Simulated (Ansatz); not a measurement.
A crystal relaxed with r2SCAN in the plane-wave code Ansatz has space group P6_3/mmc (No. 194) and a = 3.255 Å, c = 4.069 Å.

| atom | site | x | y | z |
| --- | --- | --- | --- | --- |
| Li | 2c | 0.3333 | 0.6667 | 0.2500 |
| Xx | 2d | 0.6667 | 0.3333 | 0.2500 |

With r2SCAN the valence top lies at Γ and the conduction bottom at K, 2.34 eV higher; the smallest vertical gap, at Γ, is 3.66 eV. With HSE06 the valence top lies at Γ and the conduction bottom at K, 2.74 eV higher; the smallest vertical gap, at Γ, is 4.05 eV. PBE gives an indirect gap of 1.84 eV, from Γ to K; the least direct gap is 3.08 eV at Γ. Meshes: r2SCAN 12×12×6, HSE06 6×6×4, PBE 12×12×6. r2SCAN's ε∞ is 3.1 along x and y, 3.6 along z.

Problem. Which element is Xx?
A. F
B. Na
C. Cs
D. H

Solution. D. Xx is H: LiH built on the h-MgO prototype. Around Li lie 5 H at 1.88–2.03 Å; around H lie 5 Li at 1.88–2.03 Å.

Values at 0 K without nuclear motion; spin polarisation is off, and the phase may be a hypothetical one.

The meshes of the hybrids are coarse, so their gaps aren't converged to the digits shown.
